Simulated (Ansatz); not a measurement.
**How far is this SiC₄ from the hull?**

All numbers below come from Ansatz, DFT PBE, scalar-relativistic, plane waves, PAW. All cells share a 420 eV cutoff and Γ-centred k meshes spaced at most about 0.3 Å⁻¹ (about 0.25 or finer for metals, 2π included). No spin polarisation.

Energies over the elements count from the elements' standard structures at the same level, with no fitted energy shifts.

All energies are static (0 K, no zero-point motion). No dispersion correction is applied, so the spacing and binding between layers, chains or molecules are poorly described (SiC4 P-3m1). The reference form of C is held partly by dispersion forces, which this level lacks.

The competitors are the elements and 1 reference phase of this chemical system (from databases or known types: SiC), relaxed at the same level; other known phases may be missing.

The candidate was reached from: Si and C ordered on hcp sites.

```cif
data_structure
_symmetry_space_group_name_H-M 'P-3m1'
_symmetry_Int_Tables_number 164
_cell_length_a 2.4699
_cell_length_b 2.4699
_cell_length_c 26.6549
_cell_angle_alpha 90.000
_cell_angle_beta 90.000
_cell_angle_gamma 120.000
_cell_volume 140.82
loop_
_atom_site_label
_atom_site_type_symbol
_atom_site_symmetry_multiplicity
_atom_site_Wyckoff_symbol
_atom_site_fract_x
_atom_site_fract_y
_atom_site_fract_z
_atom_site_occupancy
Si1 Si 2 d 0.66667 0.33333 0.16749 1
C1 C 2 d 0.66667 0.33333 0.00000 1
C2 C 2 d 0.66667 0.33333 0.33523 1
C3 C 2 d 0.66667 0.33333 0.50000 1
C4 C 2 d 0.66667 0.33333 0.66476 1
```

Question: Where does it stand against these competitors?

Answer: Not stable. Its formation energy is 0.193 eV/atom. The lowest competing mixture at this composition is this:

```
phase       space group             source  share of atoms  ΔE_f (eV/atom)
    C                 -            element          0.6000         -0.0002
  SiC  P6_3mc (No. 186)  Materials Project          0.4000          -0.204
```

The lowest database cell of C (-0.0002) lies slightly below the reference, hence the non-zero entry.

The mixture lies at -0.082 eV/atom, and the candidate lies 0.28 eV/atom above it (0.27 eV/atom from unrounded values). The candidate matches no cell in the subsets of the Crystallography Open Database and the Materials Project at hand. The margin is far too high for a likely synthesis. It holds Si–Si nets (shortest 2.47 Å) and C–C nets (shortest 1.43 Å).
